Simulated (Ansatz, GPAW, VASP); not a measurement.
BAs: 3 runs at one level of theory

```
As B
1.0
     0.00000    2.38850    2.38850
     2.38850    0.00000    2.38850
     2.38850    2.38850    0.00000
As B
1 1
Direct
  0.75000 0.75000 0.75000
  0.00000 0.00000 0.00000
```

Alike in all runs: task single point; functional PBE; k mesh 10 × 10 × 10; occupations gaussian, width 0.012 eV; no spin polarisation; no spin-orbit coupling. Pressure is positive in compression and, in plane waves, holds the error of the finite cutoff.

```tsv
program and potentials	plane-wave cutoff (eV)	notes	band gap (eV)	pressure (GPa)
VASP, PBE PAW files As, B, 520 eV	520	-	?	?
Ansatz, all-electron LAPW, scalar-relativistic	-	-	1.19	2.73
GPAW, GPAW PAW data sets (gpaw-data 1.2.1)	800	-	1.18	3.28
```

Task: Estimate from the other rows what the run with VASP, PBE PAW files As, B, 520 eV gave.

Result: Band gap 1.18 eV; pressure 3.43 GPa. The other rows, which needn't bracket it: band gap 1.18 to 1.19; pressure 2.73 to 3.28.
